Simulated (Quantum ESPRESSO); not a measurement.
# KBr (Fm-3m) in Quantum ESPRESSO: a series of runs, part 3 of 3

Quantum ESPRESSO 7.5.

## (5) Phonons, revPBE+D3(BJ) (volume scaled by 0.96)

Input file pw.in:

```
&CONTROL
  calculation = 'scf'
  prefix = 'pwscf'
  outdir = './tmp'
  pseudo_dir = './pseudo'
  tprnfor = .true.
  tstress = .true.
  disk_io = 'low'
/
&SYSTEM
  ibrav = 0
  nat = 2
  ntyp = 2
  ecutwfc = 36
  ecutrho = 216
  nbnd = 14
  input_dft = 'revpbe'
  occupations = 'smearing'
  smearing = 'fd'
  degauss = 0.00367493
  vdw_corr = 'grimme-d3'
  dftd3_version = 4
  dftd3_threebody = .false.
/
&ELECTRONS
  conv_thr = 4d-10
  electron_maxstep = 120
  mixing_beta = 0.5
/
ATOMIC_SPECIES
Br    79.9040 Br.GGA_PBE-JTH.UPF
K     39.0983 K.GGA_PBE-JTH.UPF
CELL_PARAMETERS angstrom
   0.0000000000    3.2553999381    3.2553999381
   3.2553999381    0.0000000000    3.2553999381
   3.2553999381    3.2553999381    0.0000000000
ATOMIC_POSITIONS crystal
Br     0.5000000000    0.5000000000    0.5000000000
K      0.0000000000    0.0000000000    0.0000000000
K_POINTS automatic
4 4 4 1 1 1
```

Input file scf2.in:

```
&CONTROL
  calculation = 'scf'
  prefix = 'pwscf'
  outdir = './tmp'
  pseudo_dir = './pseudo'
  tprnfor = .true.
  tstress = .true.
  disk_io = 'low'
/
&SYSTEM
  ibrav = 0
  nat = 2
  ntyp = 2
  ecutwfc = 36
  ecutrho = 216
  nbnd = 14
  input_dft = 'revpbe'
  occupations = 'fixed'
  vdw_corr = 'grimme-d3'
  dftd3_version = 4
  dftd3_threebody = .false.
/
&ELECTRONS
  conv_thr = 1d-13
  electron_maxstep = 120
  mixing_beta = 0.5
  startingpot = 'file'
  startingwfc = 'file'
/
ATOMIC_SPECIES
Br    79.9040 Br.GGA_PBE-JTH.UPF
K     39.0983 K.GGA_PBE-JTH.UPF
CELL_PARAMETERS angstrom
   0.0000000000    3.2553999381    3.2553999381
   3.2553999381    0.0000000000    3.2553999381
   3.2553999381    3.2553999381    0.0000000000
ATOMIC_POSITIONS crystal
Br     0.5000000000    0.5000000000    0.5000000000
K      0.0000000000    0.0000000000    0.0000000000
K_POINTS automatic
4 4 4 1 1 1
```

Input file d3hess.in:

```
&INPUT
  prefix = 'pwscf'
  outdir = './tmp'
  step = 0.001
/
```

Input file ph.in:

```
phonons of KBr
&INPUTPH
  prefix = 'pwscf'
  outdir = './tmp'
  tr2_ph = 1d-16
  fildyn = 'dyn'
  niter_ph = 60
  alpha_mix(1) = 0.7
  epsil = .true.
/
0.0000000000 0.0000000000 0.0000000000
```

Input file dynmat.in:

```
&INPUT
  fildyn = 'dyn'
  asr = 'crystal'
  lperm = .true.
  filout = 'dynmat.disp'
  fileig = 'dynmat.eig'
/
```

Input file dynmat_lo.in:

```
&INPUT
  fildyn = 'dyn'
  asr = 'crystal'
  filout = 'dynmat_lo.disp'
  fileig = 'dynmat_lo.eig'
  q(1) = 0
  q(2) = 0
  q(3) = 1
/
```

Input file relax_v0.99.in:

```
&CONTROL
  calculation = 'relax'
  prefix = 'pwscf'
  outdir = './tmp'
  pseudo_dir = './pseudo'
  tprnfor = .true.
  tstress = .true.
  disk_io = 'low'
  nstep = 30
  forc_conv_thr = 0.0001
  etot_conv_thr = 1d-06
/
&SYSTEM
  ibrav = 0
  nat = 2
  ntyp = 2
  ecutwfc = 36
  ecutrho = 216
  nbnd = 14
  input_dft = 'revpbe'
  occupations = 'fixed'
  vdw_corr = 'grimme-d3'
  dftd3_version = 4
  dftd3_threebody = .false.
/
&ELECTRONS
  conv_thr = 1d-13
  electron_maxstep = 120
  mixing_beta = 0.5
/
&IONS
  ion_dynamics = 'bfgs'
/
ATOMIC_SPECIES
Br    79.9040 Br.GGA_PBE-JTH.UPF
K     39.0983 K.GGA_PBE-JTH.UPF
CELL_PARAMETERS angstrom
   0.0000000000    3.2445122316    3.2445122316
   3.2445122316    0.0000000000    3.2445122316
   3.2445122316    3.2445122316    0.0000000000
ATOMIC_POSITIONS crystal
Br     0.5000000000    0.5000000000    0.5000000000
K      0.0000000000    0.0000000000    0.0000000000
K_POINTS automatic
4 4 4 1 1 1
```

Input file ph_v0.99.in:

```
phonons at 0.99 of the volume
&INPUTPH
  prefix = 'pwscf'
  outdir = './tmp'
  tr2_ph = 1d-16
  fildyn = 'dyn_v0.99'
  niter_ph = 60
  alpha_mix(1) = 0.7
/
0.0000000000 0.0000000000 0.0000000000
```

Input file relax_v1.01.in:

```
&CONTROL
  calculation = 'relax'
  prefix = 'pwscf'
  outdir = './tmp'
  pseudo_dir = './pseudo'
  tprnfor = .true.
  tstress = .true.
  disk_io = 'low'
  nstep = 30
  forc_conv_thr = 0.0001
  etot_conv_thr = 1d-06
/
&SYSTEM
  ibrav = 0
  nat = 2
  ntyp = 2
  ecutwfc = 36
  ecutrho = 216
  nbnd = 14
  input_dft = 'revpbe'
  occupations = 'fixed'
  vdw_corr = 'grimme-d3'
  dftd3_version = 4
  dftd3_threebody = .false.
/
&ELECTRONS
  conv_thr = 1d-13
  electron_maxstep = 120
  mixing_beta = 0.5
/
&IONS
  ion_dynamics = 'bfgs'
/
ATOMIC_SPECIES
Br    79.9040 Br.GGA_PBE-JTH.UPF
K     39.0983 K.GGA_PBE-JTH.UPF
CELL_PARAMETERS angstrom
   0.0000000000    3.2662152997    3.2662152997
   3.2662152997    0.0000000000    3.2662152997
   3.2662152997    3.2662152997    0.0000000000
ATOMIC_POSITIONS crystal
Br     0.5000000000    0.5000000000    0.5000000000
K      0.0000000000    0.0000000000    0.0000000000
K_POINTS automatic
4 4 4 1 1 1
```

Input file ph_v1.01.in:

```
phonons at 1.01 of the volume
&INPUTPH
  prefix = 'pwscf'
  outdir = './tmp'
  tr2_ph = 1d-16
  fildyn = 'dyn_v1.01'
  niter_ph = 60
  alpha_mix(1) = 0.7
/
0.0000000000 0.0000000000 0.0000000000
```

Potentials or basis: JTH 2.0 PBE.

Started as:

```console
OMP_NUM_THREADS=1 pw.x -in pw.in > pw.out
OMP_NUM_THREADS=1 pw.x -in scf2.in > scf2.out
OMP_NUM_THREADS=1 d3hess.x -in d3hess.in > d3hess.out
OMP_NUM_THREADS=1 ph.x -in ph.in > ph.out
OMP_NUM_THREADS=1 dynmat.x -in dynmat.in > dynmat.out
OMP_NUM_THREADS=1 dynmat.x -in dynmat_lo.in > dynmat_lo.out
OMP_NUM_THREADS=1 pw.x -in relax_v0.99.in > relax_v0.99.out
OMP_NUM_THREADS=1 ph.x -in ph_v0.99.in > ph_v0.99.out
OMP_NUM_THREADS=1 pw.x -in relax_v1.01.in > relax_v1.01.out
OMP_NUM_THREADS=1 ph.x -in ph_v1.01.in > ph_v1.01.out
```

pw.out:

```text
This program is part of the open-source Quantum ESPRESSO suite
     for quantum simulation of materials; please cite
         "P. Giannozzi et al., J. Phys.:Condens. Matter 21 395502 (2009);
         "P. Giannozzi et al., J. Phys.:Condens. Matter 29 465901 (2017);
         "P. Giannozzi et al., J. Chem. Phys. 152 154105 (2020);
     in publications or presentations arising from this work. More details at

     file Br.GGA_PBE-JTH.UPF: wavefunction(s)  4S 0S 4P 0P renormalized
     file K.GGA_PBE-JTH.UPF: wavefunction(s)  3S 4S 3P 4P 0D renormalized

     IMPORTANT: XC functional enforced from input :
     Exchange-correlation= REVPBE
                           (   1   4   4   4   0   0   0)
     Any further DFT definition will be discarded
     Please, verify this is what you really want

     Message from routine setup:
     using ibrav=0 with symmetry is DISCOURAGED, use correct ibrav instead

     G-vector sticks info
     --------------------
     sticks:   dense  smooth     PW     G-vecs:    dense   smooth      PW
     Sum        1135     745    235                25101    13635    2277

[... 256 lines left out ...]

     the Fermi energy is     2.9278 ev

!    total energy              =    -318.25543109 Ry
     total all-electron energy =      -318.255431 Ry
     estimated scf accuracy    <          7.9E-11 Ry
     smearing contrib. (-TS)   =      -0.00000000 Ry
     internal energy E=F+TS    =    -318.25543109 Ry

     The total energy is F=E-TS. E is the sum of the following terms:
     one-electron contribution =     -25.81502074 Ry
     hartree contribution      =      19.36700566 Ry
     xc contribution           =     -19.80043840 Ry
     ewald contribution        =     -59.60342564 Ry
     DFT-D3 Dispersion         =      -0.05796924 Ry
     one-center paw contrib.   =    -232.34558273 Ry

     convergence has been achieved in  10 iterations

     negative rho (up, down):  1.094E-04 0.000E+00

     Forces acting on atoms (cartesian axes, Ry/au):

     atom    1 type  1   force =     0.00000000    0.00000000   -0.00000000
     atom    2 type  2   force =    -0.00000000   -0.00000000    0.00000000

     Total force =     0.000000     Total SCF correction =     0.000000

     Computing stress (Cartesian axis) and pressure

     negative rho (up, down):  1.094E-04 0.000E+00
          total   stress  (Ry/bohr**3)                   (kbar)     P=        9.27
   0.00006300   0.00000000   0.00000000            9.27        0.00        0.00
   0.00000000   0.00006300   0.00000000            0.00        9.27        0.00
   0.00000000   0.00000000   0.00006300            0.00        0.00        9.27

=------------------------------------------------------------------------------=
   JOB DONE.
=------------------------------------------------------------------------------=
```

scf2.out:

```text
This program is part of the open-source Quantum ESPRESSO suite
     for quantum simulation of materials; please cite
         "P. Giannozzi et al., J. Phys.:Condens. Matter 21 395502 (2009);
         "P. Giannozzi et al., J. Phys.:Condens. Matter 29 465901 (2017);
         "P. Giannozzi et al., J. Chem. Phys. 152 154105 (2020);
[... 243 lines left out ...]
   0.00000000   0.00006298   0.00000000            0.00        9.26        0.00
   0.00000000  -0.00000000   0.00006298            0.00       -0.00        9.26

=------------------------------------------------------------------------------=
   JOB DONE.
=------------------------------------------------------------------------------=
```

d3hess.out:

```text
This program is part of the open-source Quantum ESPRESSO suite
     for quantum simulation of materials; please cite
         "P. Giannozzi et al., J. Phys.:Condens. Matter 21 395502 (2009);
         "P. Giannozzi et al., J. Phys.:Condens. Matter 29 465901 (2017);
         "P. Giannozzi et al., J. Chem. Phys. 152 154105 (2020);
[... 123 lines left out ...]
 |G(force)| =   1.4401594713934711E-007  supercell gradient for atoms in the unit cell
 |G(force)| =   1.4401594713934711E-007  unit cell gradient
 |H(unit cell)| =   2.8803417649805116E-007

=------------------------------------------------------------------------------=
   JOB DONE.
=------------------------------------------------------------------------------=
```

Run time: 7.1 min. Hardware: 1 thread of Arm Neoverse V1, shared host; peak memory 0.14 GiB.

What came out:

```yaml
Free_energy: -4330.0857 eV
Pressure_after_relaxing: 0.9 GPa
Electronic_dielectric_tensor_diagonal: 2.56
Born_charges_mean_of_the_diagonal: Br -1.12; K +1.12 e
Highest_phonon_frequency_at_Γ_LO-TO_splitting_left_out: 127 cm⁻¹
Static_dielectric_tensor_diagonal: 4.70
```

Levels at points of the mesh, in eV from the valence-band top:
```tsv
k point	band 4	band 5	band 6	band 7	band 8	band 9	band 10	band 11	band 12	band 13
(0.12, 0.12, 0.12)	-11.17	-11.12	-0.17	0.00	0.00	5.28	7.74	8.02	8.02	8.83
```

Phonon frequencies in cm⁻¹ (negative: imaginary):
| q point | frequencies |
| --- | --- |
| (0.000, 0.000, 0.000) | 5 5 5 127 127 127 |

Electronic dielectric tensor:
```
2.56 0.00 0.00
0.00 2.56 0.00
0.00 0.00 2.56
```

Born effective charge tensors (e):
atom 1, Br
```
-1.12  0.00  0.00
 0.00 -1.12  0.00
 0.00  0.00 -1.12
```
atom 2, K
```
1.12 0.00 0.00
0.00 1.12 0.00
0.00 0.00 1.12
```

Mode Grüneisen parameters of phonons at Γ, in order of frequency: n/a, n/a, n/a, 2.16, 2.16, 2.16

Optical modes at Γ, degenerate ones joined, polar ones without the macroscopic field:
```tsv
cm⁻¹	components	symmetry	active in	IR intensity, summed ((D/Å)²/amu)
127	3	T1u	IR	3.33
```

Zone-centre frequencies without and with the macroscopic field along z (cm⁻¹):
|  | optical modes in rising order |
| --- | --- |
| without | 127 127 127 |
| with the field | 127 127 172 |

Static dielectric tensor, electrons and zone-centre modes:
```
4.70 0.00 0.00
0.00 4.70 0.00
0.00 0.00 4.70
```

Frequencies at 99 % and 101 % of the volume (pressures 1.1 and 0.8 GPa), ions relaxed:
| mode | 99 % (cm⁻¹) | 101 % (cm⁻¹) | Grüneisen parameter |
| --- | --- | --- | --- |
| 4 | 129.4 | 123.9 | 2.16 |
| 5 | 129.4 | 123.9 | 2.16 |
| 6 | 129.4 | 123.9 | 2.16 |

Caveat: the potentials were made for another functional, which shifts forces and pressure; the cutoff is low for these files, which shifts pressure and relaxed volume.

## (6) Summary

```csv
task,level,potentials or basis,cell,k mesh,cutoff (eV),q mesh,k points per string,mesh quality,pressure (GPa)
phonon dispersion,PBEsol,PseudoDojo 0.4.1 SR PBEsol standard,relaxed,"4 × 4 × 4, shifted",1007,2 × 2 × 2,-,not flagged,0.0
Berry-phase polarisation,BLYP,PseudoDojo 0.5 SR PBE standard,"atoms moved at random, drawn with an rms of 0.15 Å",3 × 3 × 3,1007,-,8 × 8 × 8,coarse,1.6
phonons,revPBE+D3(BJ),JTH 2.0 PBE,relaxed from: volume scaled by 0.96,"4 × 4 × 4, shifted",490,-,-,not flagged,0.9
```

Alike in all rows: no spin polarisation; smearing fermi-dirac 0.05 eV.

Caveats: some runs use coarse meshes; the potentials were made for another functional, which shifts forces and pressure (some runs); the cutoff is low for these files, which shifts pressure and relaxed volume (some runs).

Total energies depend on the potentials used, so only differences within one code and one set of settings carry meaning.

## (7) How close it comes

Step 2. Against the measured high-frequency dielectric constant of KBr, 2.36 (a printed reference work, monograph), the calculated 2.62 is off by +10.9 %.
